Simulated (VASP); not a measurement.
Co, 6 atoms in the cell. The cell holds a slab with vacuum, 6 atoms: a = 2.471 Å, b = 2.471 Å, c = 25.110 Å, α = 90.00°, β = 90.00°, γ = 120.00°. The slab is cut from a database's or a generator's crystal, which needn't be the stable form of the element.

```yaml
Program: VASP 6.6.1
Task: single point
Functional: r2SCAN
Potentials_or_basis: VASP PAW PBE potentials, release 64 (Co)
Cutoff: 520 eV
k_mesh: 9 × 9 × 1
Occupations: fermi-dirac, width 0.05 eV
Spin: collinear spin, antiferromagnetic start
Starting_moments: "[2.0, -2.0, 2.0, -2.0, 2.0, -2.0] μB"
Hubbard_terms: Co d U = 2 eV
Dipole_correction: yes
Further_INCAR_settings: ALGO = Normal; EDIFF = 1e-06; NBANDS = 40
```

Potentials or basis: VASP PAW PBE potentials, release 64 (Co).

The run is started by

```bash
$ cat potpaw_PBE.64/Co/POTCAR > POTCAR
$ mpirun -np 1 vasp_std > vasp.out
```

Hardware: 1 thread of AMD EPYC 9R45 96-Core Processor (Zen 5), on a shared host.

Question: Estimate the wall time of this run.

Answer: Run time: 21 min on 1 thread of AMD EPYC 9R45 96-Core Processor (Zen 5), on a shared host, peak memory 0.34 GiB. Counts: scf iterations 67, k points 12.
